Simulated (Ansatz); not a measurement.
Write the native input for Ansatz 0.2.0 that does the following.

| Quantity | Value |
| --- | --- |
| Task | phonons |
| Functional | PBE |
| Potentials or basis | all-electron LAPW, scalar-relativistic |
| Cutoff | 407 eV (chosen from the basis error) |
| Basis error allowed | 0.002 eV/atom |
| k mesh | 6 × 6 × 8 |
| Occupations | fermi-dirac, width 0.05 eV |
| Spin | no spin polarisation |

The system is SnO2 (Cassiterite).

```
Sn O
1.0
     4.73800    0.00000    0.00000
     0.00000    4.73800    0.00000
     0.00000    0.00000    3.18650
Sn O
2 4
Direct
  0.50000 0.50000 0.50000
  0.00000 0.00000 0.00000
  0.80710 0.19290 0.50000
  0.69290 0.69290 0.00000
  0.19290 0.80710 0.50000
  0.30710 0.30710 0.00000
```

These files were run (other wordings do the same):

input.yaml

```yaml
crystal:
  lattice:
    - [4.738, 0.0, 0.0]
    - [0.0, 4.738, 0.0]
    - [0.0, 0.0, 3.1865]
  atoms:
    - { symbol: Sn, position: [0.5, 0.5, 0.5] }
    - { symbol: Sn, position: [0.0, 0.0, 0.0] }
    - { symbol: O, position: [0.8071, 0.1929, 0.5] }
    - { symbol: O, position: [0.6929, 0.6929, 0.0] }
    - { symbol: O, position: [0.1929, 0.8071, 0.5] }
    - { symbol: O, position: [0.3071, 0.3071, 0.0] }
kpoints:
  mp_grid: { grid: [6, 6, 8] }
scf:
  occupations: { method: fermi_dirac, width: 0.05 }
hamiltonian:
  xc: pbe
  pseudopotentials: { kind: all_electron, lapw: { basis_error: 0.002 } }
output: {}
phonons:
  method: fd
  supercell: [1, 1, 1]
```

Potentials or basis: all-electron LAPW, scalar-relativistic.

Command:

```sh
$ ansatz run input.yaml --threads 4 --pin off --max-ram 12288MiB --backend cpu --events-out ev --progress --plain --runs-dir out
```

It gave:

```yaml
Largest_force: 0.272 eV/Å
Band_gap_on_the_k_mesh: 1.29 eV, direct
Highest_phonon_frequency_at_Γ_LO-TO_splitting_left_out: 768 cm⁻¹
```

Caveat: spin-orbit coupling is left out, which moves the levels of the heavy elements.

Run time: 9.8 min on 4 threads of Intel(R) Xeon(R) Processor @ 2.50GHz (Skylake/Cascade Lake), on a shared host, peak memory 1.6 GiB.
